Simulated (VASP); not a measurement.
# MgB2 (P6/mmm) in VASP: band structure with PBE

Aim: the band structure of MgB2 with PBE.

Program: VASP 6.6.1. These are calculated values, not measurements. Logs are shortened: lines on timing, memory, paths and dates and some standing lists are left out, and cuts for length are marked.

## (1) The structure

The structure is hexagonal, space group P6/mmm (No. 191). Conventional cell: a = 3.085 Å, b = 3.085 Å, c = 3.523 Å, α = 90.00°, β = 90.00°, γ = 120.00°. Mg (site symmetry 6/mmm) is surrounded by 12 B at 2.51 Å. B (site symmetry -6m2) has 3 B at 1.78 Å as nearest neighbours.

## (2) Band structure, PBE

File INCAR:

```
SYSTEM = MgB2
PREC = Accurate
ENCUT = 520
EDIFF = 1E-7
ISMEAR = 0
SIGMA = 0.1
LREAL = .FALSE.
LASPH = .TRUE.
NELM = 80
ALGO = Normal
ISIF = 2
LWAVE = .FALSE.
LCHARG = .FALSE.
GGA = PE
NBANDS = 11
```

File KPOINTS:

```
regular mesh
0
G
  15 15 12
  0 0 0
```

File POSCAR:

```
MgB2
1.0
    3.0850000000      0.0000000000      0.0000000000
   -1.5425000000      2.6716883700      0.0000000000
    0.0000000000      0.0000000000      3.5230000000
Mg B
1 2
Direct
    0.0000000000      0.0000000000      0.0000000000
    0.3333333300      0.6666666700      0.5000000000
    0.6666666700      0.3333333300      0.5000000000
```

File KPOINTS_OPT:

```
path GMKGALHA,LM,KH
20
line-mode
reciprocal
 0.0000000000  0.0000000000  0.0000000000  G
 0.5000000000  0.0000000000  0.0000000000  M

 0.5000000000  0.0000000000  0.0000000000  M
 0.3333333333  0.3333333333  0.0000000000  K

 0.3333333333  0.3333333333  0.0000000000  K
 0.0000000000  0.0000000000  0.0000000000  G

 0.0000000000  0.0000000000  0.0000000000  G
 0.0000000000  0.0000000000  0.5000000000  A

 0.0000000000  0.0000000000  0.5000000000  A
 0.5000000000  0.0000000000  0.5000000000  L

 0.5000000000  0.0000000000  0.5000000000  L
 0.3333333333  0.3333333333  0.5000000000  H

 0.3333333333  0.3333333333  0.5000000000  H
 0.0000000000  0.0000000000  0.5000000000  A

 0.5000000000  0.0000000000  0.5000000000  L
 0.5000000000  0.0000000000  0.0000000000  M

 0.3333333333  0.3333333333  0.0000000000  K
 0.3333333333  0.3333333333  0.5000000000  H
```

Potentials or basis: VASP PAW PBE potentials, release 64 (Mg, B).

The run is started by

```bash
cat potpaw_PBE.64/Mg/POTCAR potpaw_PBE.64/B/POTCAR > POTCAR
mpirun -np 1 vasp_std > vasp.out
```

OUTCAR:

```text
SYSTEM = MgB2
   PREC = Accurate
   ENCUT = 520
   EDIFF = 1E-7
   ISMEAR = 0
   LREAL = .FALSE.
   LASPH = .TRUE.
   NELM = 80
   ISIF = 2
   GGA = PE

 ion  position               nearest neighbor table
   1  0.000  0.000  0.000-   2 2.51   3 2.51   2 2.51   3 2.51   2 2.51   2 2.51   3 2.51   3 2.51
                             3 2.51   3 2.51   2 2.51   2 2.51
   2  0.333  0.667  0.500-   3 1.78   3 1.78   3 1.78   1 2.51   1 2.51   1 2.51   1 2.51   1 2.51
                             1 2.51
   3  0.667  0.333  0.500-   2 1.78   2 1.78   2 1.78   1 2.51   1 2.51   1 2.51   1 2.51   1 2.51
                             1 2.51

  LATTYP: Found a hexagonal cell.
 ALAT       =     3.0850000000
 C/A-ratio  =     1.1419773096

  Lattice vectors:

 A1 = (   3.0850000000,   0.0000000000,   0.0000000000)
 A2 = (  -1.5425000000,   2.6716883700,   0.0000000000)
 A3 = (   0.0000000000,   0.0000000000,   3.5230000000)

Analysis of symmetry for initial positions (statically):
=====================================================================
 Subroutine PRICEL returns:
 Original cell was already a primitive cell.

 Routine SETGRP: Setting up the symmetry group for a
 hexagonal supercell.

 Subroutine GETGRP returns: Found 24 space group operations
 (whereof 24 operations were pure point group operations)
 out of a pool of 24 trial point group operations.

The static configuration has the point symmetry D_6h.

Analysis of symmetry for dynamics (positions and initial velocities):
=====================================================================
 Subroutine PRICEL returns:
 Original cell was already a primitive cell.

 Routine SETGRP: Setting up the symmetry group for a
 hexagonal supercell.

 Subroutine GETGRP returns: Found 24 space group operations
 (whereof 24 operations were pure point group operations)
 out of a pool of 24 trial point group operations.

The dynamic configuration has the point symmetry D_6h.

 Subroutine INISYM returns: Found 24 space group operations
 (whereof 24 operations are pure point group operations),
 and found     1 'primitive' translations

----------------------------------------------------------------------------------------

                                     Primitive cell

  volume of cell :      29.0371

  direct lattice vectors                    reciprocal lattice vectors
     3.085000000  0.000000000  0.000000000     0.324149109  0.187147575  0.000000000
    -1.542500000  2.671688370  0.000000000     0.000000000  0.374295150  0.000000000
     0.000000000  0.000000000  3.523000000     0.000000000  0.000000000  0.283848992

  length of vectors
     3.085000000  3.084999999  3.523000000     0.374295150  0.374295150  0.283848992

  position of ions in fractional coordinates (direct lattice)
     0.000000000  0.000000000  0.000000000
     0.333333330  0.666666670  0.500000000
     0.666666670  0.333333330  0.500000000

  ion indices of the primitive-cell ions
   primitive index   ion index
                 1           1
                 2           2
                 3           3

----------------------------------------------------------------------------------------

 KPOINTS: regular mesh

Automatic generation of k-mesh.
 Grid dimensions read from file:
 generate k-points for:   15   15   12

 Generating k-lattice:

  Cartesian coordinates                     Fractional coordinates (reciprocal lattice)
     0.021609941  0.012476505  0.000000000     0.066666667  0.000000000  0.000000000
     0.000000000  0.024953010  0.000000000     0.000000000  0.066666667  0.000000000
     0.000000000  0.000000000  0.023654083     0.000000000  0.000000000  0.083333333

  Length of vectors
     0.024953010  0.024953010  0.023654083

  Shift w.r.t. Gamma in fractional coordinates (k-lattice)
     0.000000000  0.000000000  0.000000000

 Subroutine IBZKPT returns following result:
 ===========================================

 Found    189 irreducible k-points:

 Following reciprocal coordinates:
            Coordinates               Weight
  0.000000  0.000000  0.000000      1.000000
  0.066667  0.000000  0.000000      6.000000
  0.133333  0.000000  0.000000      6.000000
  0.200000  0.000000  0.000000      6.000000
  0.266667  0.000000  0.000000      6.000000
  0.333333  0.000000  0.000000      6.000000
[... 16 lines left out ...]
  0.333333  0.200000  0.000000     12.000000
  0.400000  0.200000  0.000000      6.000000
 [... further k-points ...]
   k-points           NKPTS =    189   k-points in BZ     NKDIM =    189   number of bands    NBANDS=     11
   number of dos      NEDOS =    301   number of ions     NIONS =      3
   total plane-waves  NPLWV =  16128
   dimension x,y,z NGX =    24 NGY =   24 NGZ =   28
   dimension x,y,z NGXF=    48 NGYF=   48 NGZF=   56
   ions per type =               1   2
   NGX,Y,Z   is equivalent  to a cutoff of  12.93, 12.93, 13.21 a.u.
   NGXF,Y,Z  is equivalent  to a cutoff of  25.87, 25.87, 26.43 a.u.
 SYSTEM =  MgB2
   PREC   = accura    normal or accurate (medium, high low for compatibility)
   ISTART =      0    job   : 0-new  1-cont  2-samecut
   ICHARG =      2    charge: 1-file 2-atom 10-const
   ISPIN  =      1    spin polarized calculation?
   LNONCOLLINEAR =      F non collinear calculations
   LSORBIT =      F    spin-orbit coupling
   LASPH  =      T    aspherical Exc in radial PAW
   ENCUT  =  520.0 eV  38.22 Ry    6.18 a.u.   5.74  5.74  6.55*2*pi/ulx,y,z
   NELM   =     80;   NELMIN=  2; NELMDL= -5     # of ELM steps
   EDIFF  = 0.1E-06   stopping-criterion for ELM
   LREAL  =      F    real-space projection
   EDIFFG = 0.1E-05   stopping-criterion for IOM
   NSW    =      0    number of steps for IOM
   IBRION =     -1    ionic relax: 0-MD 1-quasi-New 2-CG
   NFREE  =      0    steps in history (QN), initial steepest desc. (CG)
   ISIF   =      2    stress and relaxation
   ISYM   =      2    0-nonsym 1-usesym 2-fastsym
   POTIM  = 0.5000    time-step for ionic-motion
   TEBEG  =    0.0;   TEEND  =   0.0 temperature during run
   PSTRESS=    0.0 pullay stress
   NELECT =       8.0000    total number of electrons
   NUPDOWN=      -1.0000    fix difference up-down
   EMIN   =  10.00;   EMAX   =-10.00  energy-range for DOS
   EFERMI =   0.00;   METHOD = LEGACY
   ISMEAR =     0;   SIGMA  =   0.10  broadening in eV -4-tet -1-fermi 0-gaus
   EFERMI_NEDOS =   21; number of points for ismear=-14 and -15
   IALGO  =     38    algorithm
   IMIX   =      4    mixing-type and parameters
     AMIX     =   0.40;   BMIX     =  1.00
     AMIX_MAG =   1.60;   BMIX_MAG =  1.00
  volume/ion in A,a.u.               =       9.68        65.32
  Fermi-wavevector in a.u.,A,eV,Ry     =   1.065255  2.013040 15.439462  1.134768
  Thomas-Fermi vector in A             =   2.200801
   LORBIT       =      0    0 simple, 1 ext, 2 COOP (PROOUT), +10 PAW based schemes
   GGA     = PE    functional components
   LHFCALC =     F    Hartree Fock is set to
   AEXX    =    0.0000 exact exchange contribution
   IVDW    =     0    specifies the selected vdW correction
   LEPSILON=     F    determine dielectric tensor
   LRPA    =     F    only Hartree local field effects (RPA)
 non-spin polarized calculation
 Gauss-broadening in eV      SIGMA  =   0.10
  energy-cutoff  :      520.00
  volume of cell :       29.04
 maximum number of plane-waves:       806
 NGX is ok and might be reduce to    24
   NGX = 11   NGY = 11   NGZ = 13

 number of electron       8.0000000 magnetization

 Free energy of the ion-electron system (eV)
  ---------------------------------------------------
  ext. energy  EPLUGINS =         0.00000000
  ---------------------------------------------------
  free energy    TOTEN  =       -15.32382854 eV

  energy without entropy =      -15.31959138  energy(sigma->0) =      -15.32170996

 E-fermi :   5.2520     XC(G=0): -10.9110

 val. band max:        5.2430275465   @ k =   0.3333   0.2000   0.0833
 cond. band min:       5.2945778126   @ k =   0.3333   0.2000   0.3333
 fundamental gap:      0.0515502660
 Fermi energy:         5.2520497813

 k-point     1 :       0.0000    0.0000    0.0000
  band No.  band energies     occupation
      1      -7.1531      2.00000
      2       2.3283      2.00000
      3       5.6194      0.00000
      4       5.6194      0.00000
      5       6.9184      0.00000
      6      11.5590      0.00000
      7      11.5590      0.00000
      8      13.3354      0.00000
      9      15.1911      0.00000
     10      17.9134      0.00000
     11      21.4065      0.00000

 k-point     2 :       0.0667    0.0000    0.0000
  band No.  band energies     occupation
      1      -7.0760      2.00000
      2       2.4036      2.00000
      3       5.2167      1.38250
      4       5.4318      0.01103
      5       6.9869      0.00000
      6      11.5109      0.00000
      7      11.9026      0.00000
      8      13.5082      0.00000
      9      14.9144      0.00000
     10      18.3071      0.00000
     11      21.0283      0.00000

 k-point     3 :       0.1333    0.0000    0.0000
  band No.  band energies     occupation
      1      -6.8451      2.00000
      2       2.6286      2.00000
      3       4.2063      2.00000
      4       4.9784      1.99989
      5       7.1995      0.00000
      6      11.2623      0.00000
      7      12.8196      0.00000
      8      13.9992      0.00000
      9      14.1458      0.00000
     10      19.3447      0.00000
     11      20.1993      0.00000

 k-point     4 :       0.2000    0.0000    0.0000
  band No.  band energies     occupation
      1      -6.4623      2.00000
      2       2.9099      2.00000
      3       2.9995      2.00000
      4       4.4415      2.00000
      5       7.5491      0.00000
      6      10.8753      0.00000
      7      13.0339      0.00000
      8      14.1124      0.00000
      9      14.4664      0.00000
     10      19.5390      0.00000
     11      19.8341      0.00000

 k-point     5 :       0.2667    0.0000    0.0000
  band No.  band energies     occupation
      1      -5.9305      2.00000
      2       1.5292      2.00000
      3       3.5081      2.00000
      4       3.9397      2.00000
      5       8.0109      0.00000
      6      10.5012      0.00000
      7      11.7520      0.00000
      8      14.4607      0.00000
      9      15.6266      0.00000
     10      18.9907      0.00000
     11      19.4813      0.00000
[... 211 lines left out ...]
 k-point    21 :       0.2000    0.2000    0.0000
  band No.  band energies     occupation
      1      -5.1066      2.00000
      2       0.7767      2.00000
      3       1.8768      2.00000
      4       4.2912      2.00000
      5       8.9363      0.00000
      6      10.4159      0.00000
      7      12.6343      0.00000
      8      12.7725      0.00000
      9      16.1934      0.00000
     10      16.2180      0.00000
     11      18.1635      0.00000

 k-point    22 :       0.2667    0.2000    0.0000
  band No.  band energies     occupation
      1      -4.3725      2.00000
      2      -0.2230      2.00000
      3       1.2482      2.00000
      4       4.9612      1.99996
      5       9.3962      0.00000
      6       9.6164      0.00000
      7      12.1741      0.00000
      8      13.3490      0.00000
      9      15.4138      0.00000
     10      16.5559      0.00000
     11      17.6994      0.00000

 k-point    23 :       0.3333    0.2000    0.0000
  band No.  band energies     occupation
      1      -3.5231      2.00000
      2      -1.3241      2.00000
      3       0.9411      2.00000
      4       5.6582      0.00000
      5       8.4664      0.00000
      6      10.3354      0.00000
      7      11.6768      0.00000
      8      13.3833      0.00000
      9      14.9576      0.00000
     10      17.0542      0.00000
     11      17.9842      0.00000

 k-point    24 :       0.4000    0.2000    0.0000
  band No.  band energies     occupation
      1      -2.8166      2.00000
      2      -2.1261      2.00000
      3       0.8470      2.00000
      4       6.0501      0.00000
      5       7.9928      0.00000
      6      10.9047      0.00000
      7      11.2079      0.00000
      8      13.3053      0.00000
      9      14.8082      0.00000
     10      17.0746      0.00000
     11      18.9302      0.00000

 [... further k-points ...]

------------------------ aborting loop because EDIFF is reached ----------------------------------------

  FORCE on cell =-STRESS in cart. coord.  units (eV):
  Direction    XX          YY          ZZ          XY          YZ          ZX
  --------------------------------------------------------------------------------------
  -------------------------------------------------------------------------------------
  Total       -0.3468662     -0.3468662     -0.0168238     -0.0000000     -0.0000000      0.0000000
  in kB      -19.1389852    -19.1389852     -0.9282862     -0.0000000     -0.0000000      0.0000000
  external PRESSURE =     -13.0687522 kB  Pullay stress =       0.0000000 kB

 VOLUME and BASIS-vectors are now :
 -----------------------------------------------------------------------------
  energy-cutoff  :      520.00
  volume of cell :       29.04
      direct lattice vectors                 reciprocal lattice vectors
     3.085000000  0.000000000  0.000000000     0.324149109  0.187147575  0.000000000
    -1.542500000  2.671688370  0.000000000     0.000000000  0.374295150  0.000000000
     0.000000000  0.000000000  3.523000000     0.000000000  0.000000000  0.283848992

 POSITION                                       TOTAL-FORCE (eV/Angst)
 -----------------------------------------------------------------------------------
      0.00000      0.00000      0.00000         0.000000      0.000000      0.000000
     -0.00000      1.78113      1.76150        -0.000000     -0.000000      0.000000
      1.54250      0.89056      1.76150         0.000000      0.000000     -0.000000
 -----------------------------------------------------------------------------------
    total drift:                                0.000000      0.000000      0.000000

  FREE ENERGIE OF THE ION-ELECTRON SYSTEM (eV)
  ---------------------------------------------------
  free  energy   TOTEN  =       -15.3238285389 eV

  energy  without entropy=      -15.3195913754  energy(sigma->0) =      -15.32170996
```

Wall time 64 s (1 thread of Intel Xeon Platinum 8259CL at 2.50GHz (Skylake/Cascade Lake), shared host); peak memory 0.23 GiB.

What came out:

```yaml
Free_energy: -15.3238 eV
Pressure: -1.3 GPa
Band_gap_along_the_path: none (metal or under the smearing width)
```

Levels at the corners of the path, in eV from the Fermi level:
```csv
point,band 2,band 3,band 4,band 5,band 6,band 7
Γ,-2.92,0.37,0.37,1.67,6.31,6.31
M,-7.82,-2.16,0.22,3.09,3.88,5.34
M,-7.82,-2.16,0.22,3.09,3.88,5.34
K,-7.26,-5.84,1.81,1.81,6.18,6.18
K,-7.26,-5.84,1.81,1.81,6.18,6.18
Γ,-2.92,0.37,0.37,1.67,6.31,6.31
Γ,-2.92,0.37,0.37,1.67,6.31,6.31
A,-7.41,0.74,0.74,6.64,6.64,7.95
A,-7.41,0.74,0.74,6.64,6.64,7.95
L,-6.91,-3.55,-1.87,-1.28,5.70,8.77
L,-6.91,-3.55,-1.87,-1.28,5.70,8.77
H,-6.36,-5.16,-1.99,-1.99,3.57,11.64
H,-6.36,-5.16,-1.99,-1.99,3.57,11.64
A,-7.41,0.74,0.74,6.64,6.64,7.95
L,-6.91,-3.55,-1.87,-1.28,5.70,8.77
M,-7.82,-2.16,0.22,3.09,3.88,5.34
K,-7.26,-5.84,1.81,1.81,6.18,6.18
H,-6.36,-5.16,-1.99,-1.99,3.57,11.64
```
